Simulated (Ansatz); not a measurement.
Runs of Ansatz 0.2.0 on Si. It takes space group P6/mmm (No. 191, hexagonal). Conventional cell: a = 2.621 Å, b = 2.621 Å, c = 2.466 Å, α = 90.00°, β = 90.00°, γ = 120.00°. Around Si (site symmetry 6/mmm) lie 8 Si at 2.47 to 2.62 Å. This isn't the form of Si at room conditions, which is diamond.

```tsv
task	level	cell	k mesh	cutoff (eV)	smearing	mesh quality	gap on the mesh (eV)	V0 of scaled cells (Å³/atom)	relaxed volume (Å³/atom)	B0 (GPa)
single point	B3LYP	as given	6 × 6 × 6	420	fermi-dirac 0.05 eV	coarse	none	-	-	-
relaxation of the atoms	PBEsol	atoms relaxed from: cell strained at random at fixed volume	12 × 12 × 11	420	fermi-dirac 0.1 eV	not flagged	none	-	-	-
relaxation of cell and atoms	HSE06	relaxed	6 × 6 × 6	420	fermi-dirac 0.05 eV	coarse	none	-	14.99	-
equation of state	LDA	as given	12 × 12 × 11	420	fermi-dirac 0.05 eV	not flagged	-	(a)	-	118
single point	r2SCANh	as given	6 × 6 × 6	500	fermi-dirac 0.05 eV	coarse	none	-	-	-
single point	PBE0	as given	6 × 6 × 6	420	fermi-dirac 0.05 eV	coarse	none	-	-	-
equation of state	PBE0	as given	8 × 8 × 6	420	fermi-dirac 0.05 eV	coarse	-	14.59	-	130
single point	r2SCAN0	as given	6 × 6 × 6	500	fermi-dirac 0.05 eV	coarse	none	-	-	-
equation of state	r2SCAN	as given	12 × 12 × 11	500	fermi-dirac 0.05 eV	not flagged	-	(b)	-	114
single point	PBE0	as given	8 × 8 × 8	420	fermi-dirac 0.05 eV	not flagged	none	-	-	-
relaxation of cell and atoms	PBE0	relaxed	6 × 6 × 6	420	fermi-dirac 0.05 eV	coarse	-	-	14.93	-
```

Alike in all rows: potentials or basis Ansatz PAW; no spin polarisation.

Problem. Fill in the values left out.

Solution. (a) 14.54; (b) 14.91.

Caveats: some runs use coarse meshes; the PAW data sets come from PBE, with cores solved anew for the run's functional, which leaves a small shift of forces and pressure; the cell was scaled at fixed shape and fractional positions, which overstates the stiffness of a crystal with free parameters, most of all of layers and chains (some runs); the plane-wave basis is chosen anew once the cell has moved, so the energies of steps on either side of that aren't comparable (some runs); the potentials were made for another functional, which shifts forces and pressure (some runs).

A k mesh can miss the band edges.

A gap of «none» marks a metal or a gap under the smearing width.

Not every run made on this cell is shown here.
